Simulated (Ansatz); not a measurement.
## Ca(100) slab, 3 layers: from the cell to its phonons

Wanted: phonon frequencies of Ca(100) slab, 3 layers and what follows from them.

Program: Ansatz 0.2.0. Level of theory: DFT PBE, scalar-relativistic, plane waves, PAW. Results are calculated unless marked as measured.

Most raw output is cut from this account.

## (1) The starting structure

The cell holds 3 atoms: 3 Ca. Cell: a = 3.889 Å, b = 3.889 Å, c = 18.500 Å, α = 90.0°, β = 90.0°, γ = 90.0°. Vacuum lies along c.

Structure file:

```cif
data_structure
_symmetry_space_group_name_H-M 'P 1'
_symmetry_Int_Tables_number 1
_cell_length_a 3.8891
_cell_length_b 3.8891
_cell_length_c 18.5000
_cell_angle_alpha 90.000
_cell_angle_beta 90.000
_cell_angle_gamma 90.000
_cell_volume 279.81
loop_
_atom_site_label
_atom_site_type_symbol
_atom_site_fract_x
_atom_site_fract_y
_atom_site_fract_z
_atom_site_occupancy
Ca1 Ca 0.00000 0.00000 0.35135 1
Ca2 Ca 0.50000 0.50000 0.50000 1
Ca3 Ca 0.00000 0.00000 0.64865 1
```

## (2) Bringing the structure to rest

The cell and atoms are relaxed, since residual forces and stress would shift the frequencies.

The program solves this slab on a cell height of its own, 34.8 Å, in place of the one typed.

Contents of input.yaml:

```yaml
crystal:
  lattice:
    - [2.75, 2.75, 0.0]
    - [-2.75, 2.75, 0.0]
    - [0.0, 0.0, 18.5]
  atoms:
    - { symbol: Ca, position: [0.0, 0.0, 0.351351] }
    - { symbol: Ca, position: [0.5, 0.5, 0.5] }
    - { symbol: Ca, position: [0.0, 0.0, 0.648649] }
  periodic: [true, true, false]
kpoints:
  mp_grid: { grid: [10, 10, 1] }
hamiltonian:
  xc: pbe
scf:
  occupations: { method: gaussian, width: 0.1 }
output:
  forces: true
  stress: true
  eigenvalues: true
relax:
  adjacent_minimum: "off"
  f_tol: 0.005
  max_steps: 80
  cell: { stress_2d_tol: 0.02 }
```

Command:

```bash
$ ansatz run input.yaml --threads 8 --pin off --max-ram 14336MiB --backend cpu --events-out ev --progress --plain --runs-dir out
```

The job ended after 11 s (8 threads of Arm Neoverse V2, shared host; peak memory 0.99 GiB; 80 s of CPU time).

Step by step:

| step | energy less that of the first step (eV) | largest force component (eV/Å) | volume (Å³) |
| --- | --- | --- | --- |
| 1 | 0.0000 | 0.0622 | 526.35 |
| 2 | -0.0054 | 0.0300 | 522.42 |
| 3 | -0.0090 | 0.0068 | 515.92 |
| 4 | -0.0097 | 0.0083 | 511.86 |
| 5 | -0.0098 | 0.0005 | 510.67 |
| 6* | -0.0097 | 0.0005 | 510.67 |

Relaxation steps marked * repeat the geometry before them on a plane-wave basis chosen anew for their cell, so energy and pressure can jump there.

The run keeps the 16 symmetry operations that it works with, so distortions that break them were not tested.

| cell as run | before | after | change |
| --- | --- | --- | --- |
| a (Å) | 3.889 | 3.831 | -1.5 % |
| b (Å) | 3.889 | 3.831 | -1.5 % |

The atoms that moved most (Å, along periodic axes as changes of fractional coordinates times the final cell, across vacuum about the mean position):

| atom | dx | dy | dz | length |
| --- | --- | --- | --- | --- |
| Ca1 | 0.000 | 0.000 | 0.022 | 0.022 |
| Ca3 | 0.000 | 0.000 | -0.022 | 0.022 |

Final coordinates:

```cif
data_structure
_symmetry_space_group_name_H-M 'P 1'
_symmetry_Int_Tables_number 1
_cell_length_a 3.8307
_cell_length_b 3.8307
_cell_length_c 34.8000
_cell_angle_alpha 90.000
_cell_angle_beta 90.000
_cell_angle_gamma 90.000
_cell_volume 510.67
loop_
_atom_site_label
_atom_site_type_symbol
_atom_site_fract_x
_atom_site_fract_y
_atom_site_fract_z
_atom_site_occupancy
Ca1 Ca 0.00000 0.00000 0.18741 1
Ca2 Ca 0.50000 0.50000 0.26580 1
Ca3 Ca 0.00000 0.00000 0.34420 1
```

This step gave:

- gap on the k-mesh: 0 eV
- area per atom: 4.892 Å²

The relaxation ends with a largest force component of 4.9e-4 eV/Å.

## (3) Tight relaxation

Phonons need a cell at rest on their own settings, so the relaxation is repeated with tight tolerances on forces and stress, using the mesh and the filling of the phonon run that follows.

Contents of input.yaml:

```yaml
crystal:
  lattice:
    - [2.7087381356, 2.7087381356, 0.0]
    - [-2.7087381356, 2.7087381356, 0.0]
    - [0.0, 0.0, 34.800026]
  atoms:
    - { symbol: Ca, position: [0.0, 0.0, 0.1874110172] }
    - { symbol: Ca, position: [0.5, 0.5, 0.2658043991] }
    - { symbol: Ca, position: [0.0, 0.0, 0.344197781] }
  periodic: [true, true, false]
kpoints:
  mp_grid: { grid: [12, 12, 1] }
hamiltonian:
  xc: pbe
scf:
  occupations: { method: methfessel_paxton, width: 0.15 }
output:
  forces: true
  stress: true
  eigenvalues: true
  write_density: true
  write_potential: true
  elf: true
  volumetric_format: npy
relax:
  adjacent_minimum: "off"
  f_tol: 0.001
  max_steps: 60
  cell: { stress_2d_tol: 0.002 }
```

Run time: 13 s. Hardware: 8 threads; peak memory 1 GiB.

The steps of the relaxation:

| step | energy less that of the first step (eV) | largest force component (eV/Å) | volume (Å³) |
| --- | --- | --- | --- |
| 1 | 0.0000 | 0.0088 | 510.67 |
| 2 | -0.0002 | 0.0045 | 509.94 |
| 3 | -0.0004 | 0.0006 | 506.95 |
| 4 | -0.0004 | 0.0004 | 507.22 |
| 5* | -0.0003 | 0.0004 | 507.22 |

Relaxation steps marked * repeat the geometry before them on a plane-wave basis chosen anew for their cell, so energy and pressure can jump there.

Forces are held to the 16 operations that the run works with; a distortion that breaks them can't arise in this run.

| cell as run | before | after | change |
| --- | --- | --- | --- |
| a (Å) | 3.831 | 3.818 | -0.3 % |
| b (Å) | 3.831 | 3.818 | -0.3 % |

The atoms that moved most (Å, along periodic axes as changes of fractional coordinates times the final cell, across vacuum about the mean position):

| atom | dx | dy | dz | length |
| --- | --- | --- | --- | --- |
| Ca1 | 0.000 | 0.000 | -0.016 | 0.016 |
| Ca3 | 0.000 | 0.000 | 0.016 | 0.016 |

Final coordinates:

```xyz
3
Lattice="2.6996 2.6996 0.0000 -2.6996 2.6996 0.0000 0.0000 0.0000 34.8000" Properties=species:S:1:pos:R:3
Ca    0.0000    0.0000    6.5054
Ca    0.0000    2.6996    9.2500
Ca    0.0000    0.0000   11.9946
```

Numbers from this step:

- area per atom: 4.858 Å²

ELF in the ac plane at fractional y = 0.000, with atoms of Ca within 0.2 Å of it. It is the smooth field of the valence electrons, not physical close to the nuclei.

Ten even steps from '0' (0.00) to '9' (0.84), each cell a mean:
```
00000000000000
00000000000000
00000000000000
00000000000000
00000000000000
00000000000000
00000000000000
00000000000000
00000000000000
00000000000000
00000000000000
00000000000000
00000000000000
00000000000000
11112344421111
99851134202699
44333456543344
88776543456788
44333456543344
99951134202799
22111345421112
00111111111100
00000000000000
00000000000000
```
Columns run along a (3.8 Å), rows up along c (34.8 Å). Atoms in or near the plane, at fractional coordinates: Ca at (0.00, 0.19), Ca at (0.00, 0.34).

Valence density in the ac plane at fractional y = 0.000, with atoms of Ca within 0.2 Å of it. It is the smooth field of the valence electrons, not physical close to the nuclei.

Values in e/Å³, 24 rows by 14 columns, each cell a mean:
```
0.0 0.0 0.0 0.0 0.0 0.0 0.0 0.0 0.0 0.0 0.0 0.0 0.0 0.0
0.0 0.0 0.0 0.0 0.0 0.0 0.0 0.0 0.0 0.0 0.0 0.0 0.0 0.0
0.0 0.0 0.0 0.0 0.0 0.0 0.0 0.0 0.0 0.0 0.0 0.0 0.0 0.0
0.0 0.0 0.0 0.0 0.0 0.0 0.0 0.0 0.0 0.0 0.0 0.0 0.0 0.0
0.0 0.0 0.0 0.0 0.0 0.0 0.0 0.0 0.0 0.0 0.0 0.0 0.0 0.0
0.0 0.0 0.0 0.0 0.0 0.0 0.0 0.0 0.0 0.0 0.0 0.0 0.0 0.0
0.0 0.0 0.0 0.0 0.0 0.0 0.0 0.0 0.0 0.0 0.0 0.0 0.0 0.0
0.0 0.0 0.0 0.0 0.0 0.0 0.0 0.0 0.0 0.0 0.0 0.0 0.0 0.0
0.0 0.0 0.0 0.0 0.0 0.0 0.0 0.0 0.0 0.0 0.0 0.0 0.0 0.0
0.0 0.0 0.0 0.0 0.0 0.0 0.0 0.0 0.0 0.0 0.0 0.0 0.0 0.0
0.0 0.0 0.0 0.0 0.0 0.0 0.0 0.0 0.0 0.0 0.0 0.0 0.0 0.0
0.0 0.0 0.0 0.0 0.0 0.0 0.0 0.0 0.0 0.0 0.0 0.0 0.0 0.0
0.0 0.0 0.0 0.0 0.0 0.0 0.0 0.0 0.0 0.0 0.0 0.0 0.0 0.0
0.0 0.0 0.0 0.0 0.0 0.0 0.0 0.0 0.0 0.0 0.0 0.0 0.0 0.0
0.1 0.1 0.0 0.0 0.0 0.0 0.0 0.0 0.0 0.0 0.0 0.0 0.0 0.1
4.5 3.6 1.7 0.5 0.1 0.1 0.1 0.1 0.1 0.1 0.2 0.8 2.3 3.9
0.6 0.5 0.2 0.1 0.1 0.1 0.1 0.1 0.1 0.1 0.1 0.1 0.3 0.5
0.1 0.1 0.1 0.1 0.1 0.1 0.1 0.1 0.1 0.1 0.1 0.1 0.1 0.1
0.3 0.3 0.1 0.1 0.1 0.1 0.1 0.1 0.1 0.1 0.1 0.1 0.2 0.3
4.7 3.8 1.8 0.6 0.2 0.1 0.1 0.1 0.1 0.1 0.2 0.8 2.5 4.1
0.1 0.1 0.1 0.0 0.0 0.0 0.0 0.0 0.0 0.0 0.0 0.0 0.1 0.1
0.0 0.0 0.0 0.0 0.0 0.0 0.0 0.0 0.0 0.0 0.0 0.0 0.0 0.0
0.0 0.0 0.0 0.0 0.0 0.0 0.0 0.0 0.0 0.0 0.0 0.0 0.0 0.0
0.0 0.0 0.0 0.0 0.0 0.0 0.0 0.0 0.0 0.0 0.0 0.0 0.0 0.0
```
Columns run along a (3.8 Å), rows up along c (34.8 Å). Atoms in or near the plane, at fractional coordinates: Ca at (0.00, 0.19), Ca at (0.00, 0.34).

Electrostatic potential energy in the ac plane at fractional y = 0.000, with atoms of Ca within 0.2 Å of it. With pseudopotentials it is smooth inside the atoms' cores, unlike the true potential.

Ten even steps from '_' (-29 eV) to '@' (0 eV), each cell a mean:
```
@@@@@@@@@@@@@@@@@@@@@@@@@@@@
@@@@@@@@@@@@@@@@@@@@@@@@@@@@
@@@@@@@@@@@@@@@@@@@@@@@@@@@@
@@@@@@@@@@@@@@@@@@@@@@@@@@@@
@@@@@@@@@@@@@@@@@@@@@@@@@@@@
@@@@@@@@@@@@@@@@@@@@@@@@@@@@
@@@@@@@@@@@@@@@@@@@@@@@@@@@@
@@@@@@@@@@@@@@@@@@@@@@@@@@@@
@@@@@@@@@@@@@@@@@@@@@@@@@@@@
@@@@@@@@@@@@@@@@@@@@@@@@@@@@
@@@@@@@@@@@@@@@@@@@@@@@@@@@@
@@@@@@@@@@@@@@@@@@@@@@@@@@@@
@@@@@@@@@@@@@@@@@@@@@@@@@@@@
@@@@@@@@@@@@@@@@@@@@@@@@@@@@
%%%%%%@@@@@@@@@@@@@@@@%%%%%%
____..==##%%@@@@%%%%**::____
++**##%%%%@@@@@@@@@@%%%%****
@@@@@@@@@@@@@@@@@@@@@@@@@@@@
####%%%%@@@@@@@@@@@@@@%%####
______--##%%@@@@%%%%**::____
####%%%%@@@@@@@@@@@@@@%%%%##
@@@@@@@@@@@@@@@@@@@@@@@@@@@@
@@@@@@@@@@@@@@@@@@@@@@@@@@@@
@@@@@@@@@@@@@@@@@@@@@@@@@@@@
```
Columns run along a (3.8 Å; values clipped at the 3rd and 97th percentile), rows up along c (34.8 Å). Atoms in or near the plane, at fractional coordinates: Ca at (0.00, 0.19), Ca at (0.00, 0.34).

The largest force component left is 0.38 meV/Å, within the tolerances set.

## (4) Zone-centre response

The zone centre comes first: it holds the modes that light can see, as far as symmetry allows. No field response is asked, since the mesh shows no gap.

input.yaml, the sections that differ from step 3:

```yaml
crystal:
  lattice:
    - [2.6995633856, 2.6995633856, 0.0]
    - [-2.6995633856, 2.6995633856, 0.0]
    - [0.0, 0.0, 34.800026]
  atoms:
    - { symbol: Ca, position: [0.0, 0.0, 0.1869369891] }
    - { symbol: Ca, position: [0.5, 0.5, 0.2658043991] }
    - { symbol: Ca, position: [0.0, 0.0, 0.3446718091] }
  periodic: [true, true, false]
output:
  eigenvalues: true
phonons:
  method: dfpt
# kpoints, hamiltonian, scf: as in step 3
# relax: removed
```

Run time: 52 s. Hardware: 8 threads; peak memory 2.1 GiB; 6.3 min of CPU time.

Numbers from this step:

```
sum-rule residual before enforcement                    : 6.16e-5 eV/Å²
point group                                             : 4/mmm
highest optical mode at the zone centre (no LO-TO term) : 154.3 cm⁻¹
lowest optical zone-centre mode                         : 67.1 cm⁻¹
```

Patterns of degenerate modes are one choice out of their space. Modes at Γ:

| mode | frequency (cm⁻¹) | symmetry |
| --- | --- | --- |
| 1 | 0.0 | acoustic |
| 2 | 0.0 | acoustic |
| 3 | 0.0 | acoustic |
| 4 | 67.1 | Eg |
| 5 | 67.1 | Eg |
| 6 | 88.3 | A1g |
| 7 | 115.1 | Eu |
| 8 | 115.1 | Eu |
| 9 | 154.3 | A2u |

Displacements in mode 5 (67.1 cm⁻¹), the largest set to 1:
```
Ca1  1.00 -0.02  0.00
Ca2  0.00  0.00  0.00
Ca3 -1.00  0.02  0.00
```

Displacements in mode 8 (115.1 cm⁻¹), the largest set to 1:
```
Ca1 -0.50 -0.02  0.00
Ca2  1.00  0.05  0.00
Ca3 -0.50 -0.02  0.00
```

Before it was imposed, the acoustic sum rule was missed by 6.2e-5 eV/Å². Small misses are needed for a sound result but don't prove that mesh and cutoff are converged. The lowest optical mode is real, 67.1 cm⁻¹.

## (5) Response at finite wavevector

Stability and thermal properties need the whole zone. Linear response on a 4×4×1 q mesh gives force constants as far as a supercell of that size would.

input.yaml: that of step 4 with these lines changed.

```diff
@@ -20 +20,6 @@
   method: dfpt
+  qmesh: [4, 4, 1]
+  temperatures: { t_max: 1000, t_step: 50 }
+  qpath:
+    path: [[0.0, 0.0, 0.0], [0.0, 0.5, 0.0], [0.5, 0.5, 0.0], [0.0, 0.0, 0.0]]
+    npoints: 10
```

The job ended after 8.6 min (8 threads; peak memory 4.1 GiB).

This step gave:

* sum-rule residual before enforcement: 1.93e-5 eV/Å²
* lowest frequency on the path: -0.5814 cm⁻¹
* highest frequency on the path or at a solved wavevector: 171 cm⁻¹
* lowest mode on the q mesh (acoustic modes at Γ apart): 8.15 cm⁻¹

Frequencies (cm⁻¹) solved at each irreducible wavevector; negative means imaginary. Frequencies by wavevector, by row:

| q in reciprocal lattice units | star | mode 1 | mode 2 | mode 3 | mode 4 | mode 5 | mode 6 | mode 7 | mode 8 | mode 9 |
| --- | --- | --- | --- | --- | --- | --- | --- | --- | --- | --- |
| 0 0 0 | 1 | 0 | 0 | 0 | 67.1 | 67.1 | 88.3 | 115.1 | 115.1 | 154.3 |
| 0 0.25 0 | 4 | 8.2 | 51.7 | 52.2 | 69.8 | 99.5 | 105 | 106.3 | 137.7 | 151 |
| 0 -0.5 0 | 2 | 26.3 | 31.5 | 74.9 | 75.6 | 99.5 | 108 | 137.5 | 153.6 | 157.2 |
| 0.25 0.25 0 | 4 | 64.8 | 67.8 | 101 | 101.2 | 101.8 | 119.6 | 129.5 | 143.2 | 144.6 |
| 0.25 -0.5 0 | 4 | 75.8 | 96 | 110.9 | 114.2 | 118.3 | 120 | 152.8 | 153.6 | 160.9 |
| -0.5 -0.5 0 | 1 | 82 | 95.4 | 130 | 142.5 | 142.5 | 155.2 | 155.2 | 171 | 171 |

Interpolated from a 4×4×1 q mesh. Phonon branches along the path, in cm⁻¹:

| point | branch 1 | branch 2 | branch 3 | branch 4 | branch 5 | branch 6 | branch 7 | branch 8 | branch 9 |
| --- | --- | --- | --- | --- | --- | --- | --- | --- | --- |
| Γ | 0 | 0 | 0 | 67 | 67 | 88 | 115 | 115 | 154 |
| halfway | 8 | 52 | 52 | 70 | 100 | 105 | 106 | 138 | 151 |
| X | 26 | 32 | 75 | 76 | 100 | 108 | 138 | 154 | 157 |
| halfway | 76 | 96 | 111 | 114 | 118 | 120 | 153 | 154 | 161 |
| M | 82 | 95 | 130 | 142 | 142 | 155 | 155 | 171 | 171 |
| halfway | 65 | 68 | 101 | 101 | 102 | 120 | 130 | 143 | 145 |
| Γ | 0 | 0 | 0 | 67 | 67 | 88 | 115 | 115 | 154 |

Tetrahedra on a 16×16×1 mesh, mean over bins of 2 cm-1. Interpolated from a 4×4×1 q mesh. Phonon density of states against wavenumber; read off at these points:

wavenumber (cm⁻¹), phonon density of states (1/cm⁻¹/cell) and a bar:
```
     -1.0      0.003 
      5.0      0.006 #
     11.0      0.008 #
     17.0      0.010 #
     23.0      0.017 ##
     29.0      0.020 ###
     35.0      0.022 ###
     41.0      0.024 ###
     47.0      0.033 #####
     53.0      0.027 ####
     59.0      0.034 #####
     65.0      0.061 #########
     71.0      0.086 #############
     75.0      0.088 #############
     77.0      0.077 ############
     83.0      0.054 ########
     87.0      0.077 ############
     93.0      0.078 ############
     95.0      0.129 ####################
     99.0      0.062 #########
    105.0      0.041 ######
    111.0      0.073 ###########
    115.0      0.121 ###################
    117.0      0.095 ##############
    123.0      0.074 ###########
    129.0      0.071 ###########
    135.0      0.060 #########
    141.0      0.065 ##########
    147.0      0.094 ##############
    153.0      0.194 ##############################
    159.0      0.042 ######
    165.0      0.025 ###
    171.0      0.005
```

Symmetry leaves 6 wavevectors to solve. The lowest mode among them, the acoustic zeros apart, lies at q = (0, 0.25, 0) and is real, 8.2 cm⁻¹.

## (6) What came out

```json
{
 "space group after relaxation (within 0.01 Å)": "P4/mmm",
 "area per atom": "4.86 Å²",
 "electronic character": "no gap on this mesh",
 "highest optical mode at the zone centre (no LO-TO term)": "154 cm⁻¹",
 "lowest optical zone-centre mode": "67.1 cm⁻¹",
 "lowest mode on the q mesh (acoustic modes at Γ apart)": "8.2 cm⁻¹",
 "highest frequency on the path or at a solved wavevector": "171 cm⁻¹",
 "imaginary modes on the 4×4×1 q mesh": "none"
}
```

What this shows: The structure is a minimum as far as tested: no mode is imaginary at the 6 irreducible wavevectors of the 4×4×1 mesh, and the softest away from the acoustic zeros lies at 8 cm⁻¹. The optical modes at Γ span 67 to 154 cm⁻¹. With no gap, or one that is small against the smearing, the frequencies hang on the k mesh and the smearing, most of all near Kohn anomalies. In a sheet or slab the interpolated bending branch near Γ is rough, since the rotational sum rule isn't imposed. The starting cell was built on a prototype and not taken from a measurement. These are harmonic frequencies at zero temperature: anharmonic shifts, linewidths and thermal expansion are left out.

[Logs are printed without paths, hosts, clocks, repeated set-up lines and the standing remarks that a program may print on its own settings, such as how far it seeks lower states.]

[Hosts, paths, dates, database ids (printed as entryN), source tags and the programs' standing remarks are cut or masked in the printed files.]
